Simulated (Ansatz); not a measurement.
**Mg2Ge: the relaxed cell by functional**

The starting cell is an entry of the Crystallography Open Database (1963):

```
Mg Ge
1.0
     0.00000    3.18900    3.18900
     3.18900    0.00000    3.18900
     3.18900    3.18900    0.00000
Mg Ge
2 1
Direct
  0.25000 0.25000 0.25000
  0.75000 0.75000 0.75000
  0.00000 0.00000 0.00000
```

Atoms and cell were relaxed at zero pressure with plane-wave PAW DFT (Ansatz 0.2.0; one set of PAW datasets, made under PBE, for all functionals; 420 eV, r2SCAN 500 eV; 9×9×9 Γ-centred mesh, fermi-dirac occupations of width 0.100 eV; no spin polarisation, no spin-orbit coupling, no dispersion correction), keeping the symmetry (Fm-3m, No. 225).

Task: How do the functionals compare with each other and with the entry?

Result: The relaxed conventional cells:

```
functional  a (Å)  volume (Å³/atom)  formation energy (eV/atom)
       LDA  6.287             20.71                      -0.313
    PBEsol  6.363             21.47                      -0.286
       PBE  6.421             22.06                      -0.277
    r2SCAN  6.369             21.53                      -0.351
 the entry  6.378             21.62                           –
```

LDA gives the smallest volume and PBE the largest, 6.5 % more, the usual order, since LDA overbinds and PBE's gradient terms loosen the lattice. Against the entry's volume: LDA -4.2 %, PBEsol -0.7 %, PBE +2.1 %, r2SCAN -0.4 %. No verdict is drawn from this: the entry is old or was flagged in a check, so the entry may be off as well as the functionals. The formation energies span 0.07 eV an atom, lowest under r2SCAN.

Caveats: each relaxation keeps the start's symmetry, so a distorted cell may lie lower; computed cells are at 0 K with fixed nuclei, while the entry holds thermal expansion, often some tenths of a per cent in volume and more in soft crystals; formation energies are at zero smearing against the elements' usual phases under the same functional, gases as free molecules, uncorrected.
